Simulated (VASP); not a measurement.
Write the native input for VASP 6.6.1 that does the following.

- Task: single point
- Functional: PBEsol
- Potentials or basis: VASP PAW PBE potentials, release 64 (C, O, H)
- Cutoff: 520 eV
- k mesh: 1 × 1 × 1
- Occupations: fermi-dirac, width 0.05 eV
- Spin: no spin polarisation
- Dipole correction: no
- Further INCAR settings: LREAL = Auto; ALGO = Normal; EDIFF = 1e-06; NBANDS = 64

The structure of H6C2O lies in POSCAR:

```
H6C2O
1.0
    7.2936330000      0.0000000000      0.0000000000
    0.0000000000      7.2936330000      0.0000000000
    0.0000000000      0.0000000000      7.2936330000
C O H
8 4 24
Direct
    1.0602672221      1.0442395443      0.6927549001
    1.0567984432      0.8504952196      0.7564817149
    0.4476232901      0.6162086850     -0.0347837628
    0.3028257660      0.5384010959      0.0829901916
    0.8150944804      0.3116142531      0.0404873675
    0.8939852060      0.3551590819      0.2311742310
    0.5504115713      0.9499655384      0.3249272345
    0.6007157201      0.9534754491      0.5303804016
    0.8737757987      0.8012879178      0.8137782639
    0.3254482368      0.3391314041      0.1336508157
    0.8272831934      0.5286117357      0.3030451354
    0.4933618130      1.1010288014      0.6082702543
    0.8489185019      0.8802746176      0.9131937403
    1.0984512108      0.7642693292      0.6414224571
    1.1523338232      0.8234442287      0.8697997281
    1.1851981036      1.1259409405      0.7095229497
    1.0166949722      1.0655732198      0.5503155972
    0.9445498560      1.1086518886      0.7590044632
    0.4309237934      0.3185518109      0.2093058425
    0.3058420954      0.6210073910      0.2114035625
    0.1631834231      0.5460241830      0.0176318167
    0.3981966189      0.7569341644     -0.0533616101
    0.5899940400      0.6403941630      0.0281752592
    0.4549721654      0.5403068676     -0.1570685007
    0.6970051825      0.5224831027      0.3152612697
    0.8641646762      0.2623932408      0.3316180016
    1.0517803679      0.3596287337      0.2194242567
    0.8342618829      0.1650480632      0.0288470780
    0.6600414361      0.3206906627      0.0554044877
    0.8783551352      0.4112902308     -0.0562271230
    0.5607630655      1.1616158916      0.7074937826
    0.5733905175      0.8104465909      0.6030053884
    0.7465826701      0.9905214589      0.5623260726
    0.5868543153      0.8185358380      0.2791201586
    0.4008427624      0.9801151223      0.2870860105
    0.6410934030      1.0497100690      0.2588833302
```

The cell was built by a generator and needn't be a form met in nature.

The input as run:

INCAR

```
PREC = Accurate
ENCUT = 520
EDIFF = 1E-6
ISMEAR = -1
SIGMA = 0.05
LREAL = Auto
LASPH = True
NELM = 100
ALGO = Normal
ISIF = 2
LWAVE = False
LCHARG = False
GGA = PS
NBANDS = 64
```

KPOINTS

```
regular mesh
0
Gamma
  1 1 1
```

Potentials or basis: VASP PAW PBE potentials, release 64 (C, O, H).

The run is started by

```sh
$ cat potpaw_PBE.64/C/POTCAR potpaw_PBE.64/O/POTCAR potpaw_PBE.64/H/POTCAR > POTCAR
$ mpirun -np 1 vasp_gam > vasp.out
```

Results of the run:

```json
{"Pressure": "0.5 GPa", "Largest force": "3.676 eV/Å", "Band gap on the k mesh": "4.78 eV, direct"}
```

Caveat: the PAW data sets were made with another functional, which shifts forces and pressure a little.

It took 43 s on 1 thread of Intel(R) Xeon(R) Platinum 8488C (Sapphire Rapids), on a shared host, peak memory 0.35 GiB.
